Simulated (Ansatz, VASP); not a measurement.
**One calculation of SrCl2, two programs**

```xyz
3
Lattice="2.0857 1.2042 6.1350 -2.0857 1.2042 6.1350 0.0000 -2.4084 6.1350" Properties=species:S:1:pos:R:3 pbc="T T T"
Sr    0.0000    0.0000    0.0037
Cl    0.0000    0.0000    7.7812
Cl    0.0000    0.0000    4.4852
```

Alike in both runs: task single point; functional PBE; k mesh 6 × 6 × 6; no spin polarisation.

```csv
,VASP,Ansatz
version,VASP 6.6.1,Ansatz 0.2.0
potentials or method,"VASP PAW PBE potentials, release 64 (Sr_sv, Cl)","plane waves, PAW"
plane-wave cutoff (eV),520,420
occupations,"gaussian, width 0.01 eV",fixed
valence electrons in the cell,24,24
```

```csv
,VASP,Ansatz,Ansatz less VASP
gap on the k mesh at the Fermi level (eV),4.35,4.34,-0.011
```

A k mesh can miss the band edges.
